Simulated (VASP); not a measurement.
# CO2 (Fm-3m) in VASP: further runs, part 2 of 2

VASP 6.6.1. The steps go on from the part before.

## 3. Relaxation of cell and atoms, PBE

This run uses another cell than the first one, of 6.46 Å³/atom, 0.849 times its volume.

INCAR reads:

```
SYSTEM = CO2
PREC     = Accurate       ! precision mode
ENCUT    = 600            ! plane-wave cutoff, eV
EDIFF    = 1E-7           ! SCF threshold, eV
ISMEAR   = -1             ! smearing method
SIGMA    = 0.1            ! smearing width, eV
LREAL    = .FALSE.        ! projectors in reciprocal space
LASPH    = .TRUE.         ! aspherical terms in the spheres
NELM     = 80             ! most SCF steps
ALGO     = Normal         ! electronic algorithm
ISIF     = 3              ! what is computed and relaxed
LWAVE    = .FALSE.        ! write WAVECAR
LCHARG   = .FALSE.        ! write CHGCAR
GGA      = PE             ! functional
IBRION   = 2              ! ionic algorithm
NSW      = 60             ! ionic steps
EDIFFG   = -0.01          ! ionic threshold
```

KPOINTS reads:

```
regular mesh
0
G
  7 7 7
  0 0 0
```

POSCAR reads:

```
CO2
1.0
    0.0000000000      2.1318670000      2.1318670000
    2.1318670000      0.0000000000      2.1318670000
    2.1318670000      2.1318670000      0.0000000000
C O
1 2
Direct
    0.0000000000      0.0000000000      0.0000000000
    0.2500000000      0.2500000000      0.2500000000
    0.7500000000      0.7500000000      0.7500000000
```

Potentials or basis: VASP PAW PBE potentials, release 64 (C, O).

Launch:

```sh
$ cat potpaw_PBE.64/C/POTCAR potpaw_PBE.64/O/POTCAR > POTCAR
$ mpirun -np 1 vasp_std > vasp.out
```

OUTCAR:

```text
SYSTEM = CO2
   PREC = Accurate
   ENCUT = 600
   EDIFF = 1E-7
   ISMEAR = -1
   LREAL = .FALSE.
   LASPH = .TRUE.
   NELM = 80
   ISIF = 3
   GGA = PE
   IBRION = 2
   NSW = 60
   EDIFFG = -0.01

 ion  position               nearest neighbor table
   1  0.000  0.000  0.000-   2 1.85   3 1.85   3 1.85   3 1.85   3 1.85   2 1.85   2 1.85   2 1.85

   2  0.250  0.250  0.250-   1 1.85   1 1.85   1 1.85   1 1.85
   3  0.750  0.750  0.750-   1 1.85   1 1.85   1 1.85   1 1.85

  LATTYP: Found a face centered cubic cell.
 ALAT       =     4.2637340000

  Lattice vectors:

 A1 = (   0.0000000000,   2.1318670000,   2.1318670000)
 A2 = (   2.1318670000,   0.0000000000,   2.1318670000)
 A3 = (   2.1318670000,   2.1318670000,   0.0000000000)

Analysis of symmetry for initial positions (statically):
=====================================================================
 Subroutine PRICEL returns:
 Original cell was already a primitive cell.

 Routine SETGRP: Setting up the symmetry group for a
 face centered cubic supercell.

 Subroutine GETGRP returns: Found 48 space group operations
 (whereof 48 operations were pure point group operations)
 out of a pool of 48 trial point group operations.

[... 152 lines left out ...]

 Free energy of the ion-electron system (eV)
  ---------------------------------------------------
  ext. energy  EPLUGINS =         0.00000000
  ---------------------------------------------------
  free energy    TOTEN  =       -11.91003371 eV

  energy without entropy =      -11.86204902  energy(sigma->0) =      -11.88604136

------------------------ aborting loop because EDIFF is reached ----------------------------------------

  FORCE on cell =-STRESS in cart. coord.  units (eV):
  Direction    XX          YY          ZZ          XY          YZ          ZX
  --------------------------------------------------------------------------------------
  -------------------------------------------------------------------------------------
  Total        4.6437629      4.6437629      4.6437629      0.0000000      0.0000000      0.0000000
  in kB      383.9461400    383.9461400    383.9461400      0.0000000      0.0000000      0.0000000
  external PRESSURE =     383.9461400 kB  Pullay stress =       0.0000000 kB
[... 135 lines left out ...]
--------------------------------------- Ionic step        5  -------------------------------------------

 number of electron      16.0000008 magnetization

 Free energy of the ion-electron system (eV)
  ---------------------------------------------------
  ext. energy  EPLUGINS =         0.00000000
  ---------------------------------------------------
  free energy    TOTEN  =       -12.26217005 eV

  energy without entropy =      -12.18851295  energy(sigma->0) =      -12.22534150

 E-fermi :   4.6215     XC(G=0): -12.0274

 val. band max:        4.5927118281   @ k =  -0.4286   0.2857   0.0000
 cond. band min:       4.6555889319   @ k =  -0.1429   0.1429   0.0000
 fundamental gap:      0.0628771038
 Fermi energy:         4.6215468548

 k-point     1 :       0.0000    0.0000    0.0000
  band No.  band energies     occupation
      1     -17.3934      2.00000
      2     -10.8114      2.00000
      3       0.2886      2.00000
      4       0.4522      2.00000
      5       0.4522      2.00000
      6       0.4522      2.00000
      7       1.9546      2.00000
      8       1.9546      2.00000
      9       1.9546      2.00000
     10       7.2711      0.00000
     11       7.2711      0.00000
     12       7.2711      0.00000
[... 313 lines left out ...]
  FREE ENERGIE OF THE ION-ELECTRON SYSTEM (eV)
  ---------------------------------------------------
  free  energy   TOTEN  =       -12.2621700502 eV

  energy  without entropy=      -12.1885129504  energy(sigma->0) =      -12.22534150

 reached required accuracy - stopping structural energy minimisation
```

OSZICAR:

```text
N       E                     dE             d eps       ncg     rms          rms(c)
DAV:   1     0.678403497694E+02    0.67840E+02   -0.10742E+04   480   0.154E+03
DAV:   2    -0.100746709212E+02   -0.77915E+02   -0.69280E+02   632   0.266E+02
DAV:   3    -0.132964768968E+02   -0.32218E+01   -0.29899E+01   540   0.536E+01
[... 44 lines left out ...]
DAV:   1    -0.122623088279E+02   -0.15760E-03   -0.35373E-03   480   0.633E-01    0.954E-02
DAV:   2    -0.122622230165E+02    0.85811E-04   -0.40052E-04   484   0.229E-01    0.466E-02
DAV:   3    -0.122621768666E+02    0.46150E-04   -0.41818E-05   480   0.843E-02    0.193E-02
DAV:   4    -0.122621700943E+02    0.67723E-05   -0.25716E-05   484   0.447E-02    0.222E-03
DAV:   5    -0.122621700502E+02    0.44159E-07   -0.17215E-07   464   0.484E-03
   5 F= -.12262170E+02 E0= -.12225342E+02  d E =-.188782E-04
```

CONTCAR:

```text
CO2
   1.00000000000000
     0.0000000000000000    2.2505461262869439    2.2505461262869439
     2.2505461262869439    0.0000000000000000    2.2505461262869439
     2.2505461262869439    2.2505461262869439    0.0000000000000000
  C               O
     1     2
Direct
     0.0000000000000000    0.0000000000000000    0.0000000000000000
     0.2500000000000000    0.2500000000000000    0.2500000000000000
     0.7500000000000000    0.7500000000000000    0.7500000000000000

  0.00000000E+00  0.00000000E+00  0.00000000E+00
  0.00000000E+00  0.00000000E+00  0.00000000E+00
  0.00000000E+00  0.00000000E+00  0.00000000E+00
```

It took 15 s on 1 thread of Intel Xeon Platinum 8259CL at 2.50GHz (Skylake/Cascade Lake), shared host; peak memory 0.13 GiB.

What came out:

| Quantity | Value |
| --- | --- |
| Free energy | -12.2622 eV |
| Relaxed volume | 7.60 Å³/atom |
| Relaxed cell | a = 3.183 Å, b = 3.183 Å, c = 3.183 Å, α = 60.00°, β = 60.00°, γ = 60.00° |
| Space group after relaxing (to 0.05 Å) | Fm-3m (No. 225) |
| Energy gained by relaxing | 117.4 meV/atom |
| Ionic steps | 5 |
| Pressure after relaxing | 0.0 GPa |
| Band gap on the k mesh | none (metal or under the smearing width) |

Step by step:
```tsv
step	energy change (eV)	largest force (eV/Å)	pressure (GPa)	volume (Å³)
1	0.0000	0.0000	38.39	19.38
2	-0.3202	0.0000	-7.80	24.05
3	-0.3521	0.0000	0.30	22.76
4	-0.3521	0.0000	-0.21	22.83
5	-0.3521	0.0000	0.02	22.80
```

Final structure:
```xyz
3
Lattice="0.0000 2.2505 2.2505 2.2505 0.0000 2.2505 2.2505 2.2505 0.0000" Properties=species:S:1:pos:R:3 pbc="T T T"
C     0.0000    0.0000    0.0000
O     1.1253    1.1253    1.1253
O     3.3758    3.3758    3.3758
```

Caveat: the k mesh is coarse (spacing up to 0.36 Å⁻¹), so the values aren't converged; the volume moved by over 15 % at a fixed basis, so the end points are rough.

## 4. Single point, PBE

INCAR reads:

```
  ALGO = Normal
  EDIFF = 1E-7
  ENCUT = 520
  GGA = PE
  ISIF = 2
  ISMEAR = -1
  LASPH = True
  LCHARG = False
  LREAL = False
  LWAVE = False
  NBANDS = 15
  NELM = 80
  PREC = Accurate
  SIGMA = 0.1
```

KPOINTS reads:

```
k-points
0
Gamma
  7 7 7
```

POSCAR reads:

```
CO2
1.0
    0.0000000000      2.2511184305      2.2511184305
    2.2511184305      0.0000000000      2.2511184305
    2.2511184305      2.2511184305      0.0000000000
C O
1 2
Direct
    0.0000000000      0.0000000000      0.0000000000
    0.2500000000      0.2500000000      0.2500000000
    0.7500000000      0.7500000000      0.7500000000
```

Launch:

```sh
$ cat potpaw_PBE.64/C/POTCAR potpaw_PBE.64/O/POTCAR > POTCAR
$ mpirun -np 1 vasp_std > vasp.out
```

It took 5.6 s on 1 thread of Intel Xeon Platinum 8259CL at 2.50GHz (Skylake/Cascade Lake), shared host; peak memory 0.13 GiB.

The run converged. Its results:

| Property | Result |
| --- | --- |
| Free energy | -12.2692 eV |
| Pressure | -0.2 GPa |
| Band gap on the k mesh | none (metal or under the smearing width) |

Levels at points of the mesh, in eV from the Fermi level:
```tsv
k point	band 4	band 5	band 6	band 7	band 8	band 9	band 10	band 11	band 12	band 13
(0.00, 0.00, 0.00)	-4.16	-4.16	-4.16	-2.66	-2.66	-2.66	2.65	2.65	2.65	14.64
```

## 5. Relaxation of cell and atoms, PBE

This run uses another cell than the first one, of 6.46 Å³/atom, 0.849 times its volume.

INCAR reads:

```
SYSTEM = CO2
ALGO     = Fast           ! electronic algorithm
EDIFF    = 1E-6           ! SCF threshold, eV
EDIFFG   = -0.01          ! ionic threshold
ENCUT    = 600            ! plane-wave cutoff, eV
GGA      = PE             ! functional
IBRION   = 2              ! ionic algorithm
ISIF     = 3              ! what is computed and relaxed
ISMEAR   = -1             ! smearing method
LASPH    = .TRUE.         ! aspherical terms in the spheres
LCHARG   = .FALSE.        ! write CHGCAR
LREAL    = .FALSE.        ! projectors in reciprocal space
LWAVE    = .FALSE.        ! write WAVECAR
NELM     = 80             ! most SCF steps
NSW      = 60             ! ionic steps
PREC     = Accurate       ! precision mode
SIGMA    = 0.1            ! smearing width, eV
```

KPOINTS reads:

```
k-points
0
G
  7 7 7
  0 0 0
```

POSCAR reads:

```
CO2
1.0
    0.0000000000      2.1318670000      2.1318670000
    2.1318670000      0.0000000000      2.1318670000
    2.1318670000      2.1318670000      0.0000000000
C O
1 2
Direct
    0.0000000000      0.0000000000      0.0000000000
    0.2500000000      0.2500000000      0.2500000000
    0.7500000000      0.7500000000      0.7500000000
```

Launch:

```sh
$ cat potpaw_PBE.64/C/POTCAR potpaw_PBE.64/O/POTCAR > POTCAR
$ mpirun -np 1 vasp_std > vasp.out
```

Run time: 16 s. Hardware: 1 thread of Intel Xeon Platinum 8259CL at 2.50GHz (Skylake/Cascade Lake), shared host; peak memory 0.13 GiB.

Results (log left out):

* Free energy: -12.2622 eV
* Relaxed volume: 7.60 Å³/atom
* Relaxed cell: a = 3.183 Å, b = 3.183 Å, c = 3.183 Å, α = 60.00°, β = 60.00°, γ = 60.00°
* Space group after relaxing (to 0.05 Å): Fm-3m (No. 225)
* Energy gained by relaxing: 117.4 meV/atom
* Ionic steps: 5
* Pressure after relaxing: 0.0 GPa
* Band gap on the k mesh: none (metal or under the smearing width)

Step by step:
```csv
step,energy change (eV),largest force (eV/Å),pressure (GPa),volume (Å³)
1,0.0000,0.0000,38.40,19.38
2,-0.3202,0.0000,-7.78,24.05
3,-0.3521,0.0000,0.34,22.76
4,-0.3521,0.0000,-0.23,22.83
5,-0.3521,0.0000,0.03,22.80
```

Final structure:
```cif
data_structure
_symmetry_space_group_name_H-M 'P 1'
_symmetry_Int_Tables_number 1
_cell_length_a 3.1827
_cell_length_b 3.1827
_cell_length_c 3.1827
_cell_angle_alpha 60.000
_cell_angle_beta 60.000
_cell_angle_gamma 60.000
_cell_volume 22.80
loop_
_atom_site_label
_atom_site_type_symbol
_atom_site_fract_x
_atom_site_fract_y
_atom_site_fract_z
_atom_site_occupancy
C1 C 0.00000 0.00000 0.00000 1
O1 O 0.25000 0.25000 0.25000 1
O2 O 0.75000 0.75000 0.75000 1
```

Levels at points of the mesh, in eV from the Fermi level:
```
           k point  band 6  band 7  band 8  band 9  band 10  band 11
(0.00, 0.00, 0.00)   -4.17   -2.67   -2.67   -2.67     2.65     2.65
```

Caveat: the k mesh is coarse (spacing up to 0.36 Å⁻¹), so the values aren't converged; the volume moved by over 15 % at a fixed basis, so the end points are rough.

## 6. Single point, PBE

INCAR reads:

```
SYSTEM = CO2
ALGO = Normal ; EDIFF = 1E-6
ENCUT = 520 ; GGA = PE
ISIF = 2 ; ISMEAR = -1
LASPH = .TRUE. ; LCHARG = .FALSE.
LREAL = .FALSE. ; LWAVE = .FALSE.
NBANDS = 15 ; NELM = 100
PREC = Accurate ; SIGMA = 0.1
```

KPOINTS is that of step 5.

POSCAR reads:

```
CO2
1.0
    0.0000000000      2.2511186755      2.2511186755
    2.2511186755      0.0000000000      2.2511186755
    2.2511186755      2.2511186755      0.0000000000
C O
1 2
Direct
    0.0000000000      0.0000000000      0.0000000000
    0.2500000000      0.2500000000      0.2500000000
    0.7500000000      0.7500000000      0.7500000000
```

Potentials or basis: VASP PAW PBE potentials, release 64 (C, O).

Launch:

```sh
$ cat potpaw_PBE.64/C/POTCAR potpaw_PBE.64/O/POTCAR > POTCAR
$ mpirun -np 1 vasp_std > vasp.out
```

OUTCAR:

```text
SYSTEM = CO2
   EDIFF = 1E-6
   ENCUT = 520
   GGA = PE
   ISIF = 2
   ISMEAR = -1
   LASPH = .TRUE.
   LREAL = .FALSE.
   NELM = 100
   PREC = Accurate

 ion  position               nearest neighbor table
   1  0.000  0.000  0.000-   3 1.95   3 1.95   3 1.95   2 1.95   3 1.95   2 1.95   2 1.95   2 1.95

   2  0.250  0.250  0.250-   1 1.95   1 1.95   1 1.95   1 1.95
   3  0.750  0.750  0.750-   1 1.95   1 1.95   1 1.95   1 1.95

  LATTYP: Found a face centered cubic cell.
 ALAT       =     4.5022373510

  Lattice vectors:

 A1 = (   0.0000000000,   2.2511186755,   2.2511186755)
 A2 = (   2.2511186755,   0.0000000000,   2.2511186755)
 A3 = (   2.2511186755,   2.2511186755,   0.0000000000)

Analysis of symmetry for initial positions (statically):
=====================================================================
 Subroutine PRICEL returns:
 Original cell was already a primitive cell.

 Routine SETGRP: Setting up the symmetry group for a
 face centered cubic supercell.

 Subroutine GETGRP returns: Found 48 space group operations
 (whereof 48 operations were pure point group operations)
 out of a pool of 48 trial point group operations.

The static configuration has the point symmetry O_h .

Analysis of symmetry for dynamics (positions and initial velocities):
=====================================================================
 Subroutine PRICEL returns:
 Original cell was already a primitive cell.

 Routine SETGRP: Setting up the symmetry group for a
 face centered cubic supercell.

 Subroutine GETGRP returns: Found 48 space group operations
 (whereof 48 operations were pure point group operations)
 out of a pool of 48 trial point group operations.

The dynamic configuration has the point symmetry O_h .

 Subroutine INISYM returns: Found 48 space group operations
 (whereof 48 operations are pure point group operations),
 and found     1 'primitive' translations

----------------------------------------------------------------------------------------

                                     Primitive cell

  volume of cell :      22.8152

[... 118 lines left out ...]
  volume of cell :       22.82
 maximum number of plane-waves:       623
   NGX = 11   NGY = 11   NGZ = 11

 number of electron      16.0000008 magnetization

 Free energy of the ion-electron system (eV)
  ---------------------------------------------------
  ext. energy  EPLUGINS =         0.00000000
  ---------------------------------------------------
  free energy    TOTEN  =       -12.26921940 eV

  energy without entropy =      -12.19541777  energy(sigma->0) =      -12.23231859

 E-fermi :   4.6105     XC(G=0): -12.0234

 val. band max:        4.5821785078   @ k =  -0.4286   0.2857   0.0000
 cond. band min:       4.6432672158   @ k =  -0.1429   0.1429   0.0000
 fundamental gap:      0.0610887080
 Fermi energy:         4.6105262646

 k-point     1 :       0.0000    0.0000    0.0000
  band No.  band energies     occupation
      1     -17.3938      2.00000
      2     -10.8222      2.00000
      3       0.2728      2.00000
      4       0.4460      2.00000
      5       0.4460      2.00000
      6       0.4460      2.00000
      7       1.9472      2.00000
      8       1.9472      2.00000
      9       1.9472      2.00000
     10       7.2606      0.00000
     11       7.2606      0.00000
     12       7.2606      0.00000
     13      19.2515      0.00000
     14      23.2267      0.00000
[... 329 lines left out ...]
      2     -13.6260      2.00000
      3      -7.1213      2.00000
      4      -3.2832      2.00000
      5      -0.5934      2.00000
      6       1.0602      2.00000
      7       4.3788      1.82052
      8       4.9004      0.10440
      9       4.9683      0.05433
     10       9.1570      0.00000
     11       9.2420      0.00000
     12       9.3935      0.00000
     13      17.6038      0.00000
     14      26.0303      0.00000
     15      27.4776      0.00000

------------------------ aborting loop because EDIFF is reached ----------------------------------------

  FORCE on cell =-STRESS in cart. coord.  units (eV):
  Direction    XX          YY          ZZ          XY          YZ          ZX
  --------------------------------------------------------------------------------------
  -------------------------------------------------------------------------------------
  Total       -0.0224339     -0.0224339     -0.0224339     -0.0000000     -0.0000000      0.0000000
  in kB       -1.5753947     -1.5753947     -1.5753947     -0.0000000     -0.0000000      0.0000000
  external PRESSURE =      -1.5753947 kB  Pullay stress =       0.0000000 kB

 VOLUME and BASIS-vectors are now :
 -----------------------------------------------------------------------------
  energy-cutoff  :      520.00
  volume of cell :       22.82
      direct lattice vectors                 reciprocal lattice vectors
     0.000000000  2.251118675  2.251118675    -0.222111791  0.222111791  0.222111791
     2.251118675  0.000000000  2.251118675     0.222111791 -0.222111791  0.222111791
     2.251118675  2.251118675  0.000000000     0.222111791  0.222111791 -0.222111791

 POSITION                                       TOTAL-FORCE (eV/Angst)
 -----------------------------------------------------------------------------------
      0.00000      0.00000      0.00000        -0.000000     -0.000000      0.000000
      1.12556      1.12556      1.12556         0.000000      0.000000      0.000000
      3.37668      3.37668      3.37668        -0.000000     -0.000000     -0.000000
 -----------------------------------------------------------------------------------
    total drift:                                0.000000      0.000000      0.000000

  FREE ENERGIE OF THE ION-ELECTRON SYSTEM (eV)
  ---------------------------------------------------
  free  energy   TOTEN  =       -12.2692194028 eV

  energy  without entropy=      -12.1954177672  energy(sigma->0) =      -12.23231859
```

OSZICAR:

```text
N       E                     dE             d eps       ncg     rms          rms(c)
DAV:   1     0.506773554021E+02    0.50677E+02   -0.90493E+03   608   0.105E+03
DAV:   2    -0.116838887215E+02   -0.62361E+02   -0.55609E+02   782   0.212E+02
DAV:   3    -0.135191034803E+02   -0.18352E+01   -0.18272E+01   691   0.339E+01
DAV:   4    -0.135258956392E+02   -0.67922E-02   -0.67920E-02   733   0.225E+00
DAV:   5    -0.135259204346E+02   -0.24795E-04   -0.24795E-04   705   0.125E-01    0.837E+00
DAV:   6    -0.128882324477E+02    0.63769E+00   -0.32974E+00   600   0.190E+01    0.629E+00
DAV:   7    -0.122594636282E+02    0.62877E+00   -0.82563E-01   600   0.895E+00    0.901E-01
DAV:   8    -0.122681922179E+02   -0.87286E-02   -0.51996E-02   642   0.197E+00    0.242E-01
DAV:   9    -0.122692939927E+02   -0.11018E-02   -0.12038E-03   642   0.348E-01    0.101E-01
DAV:  10    -0.122692005644E+02    0.93428E-04   -0.18218E-04   677   0.111E-01    0.407E-02
DAV:  11    -0.122692187517E+02   -0.18187E-04   -0.85730E-05   628   0.692E-02    0.134E-02
DAV:  12    -0.122692200046E+02   -0.12529E-05   -0.13602E-05   628   0.298E-02    0.538E-03
DAV:  13    -0.122692194028E+02    0.60178E-06   -0.19324E-06   690   0.113E-02
   1 F= -.12269219E+02 E0= -.12232319E+02  d E =-.738016E-01
```

Run time: 5.1 s. Hardware: 1 thread of Intel Xeon Platinum 8259CL at 2.50GHz (Skylake/Cascade Lake), shared host; peak memory 0.13 GiB.

What came out:

- Free energy: -12.2692 eV
- Pressure: -0.2 GPa
- Band gap on the k mesh: none (metal or under the smearing width)

Levels at points of the mesh, in eV from the Fermi level:
```
           k point  band 6  band 7  band 8  band 9  band 10  band 11
(0.00, 0.00, 0.00)   -4.16   -2.66   -2.66   -2.66     2.65     2.65
```
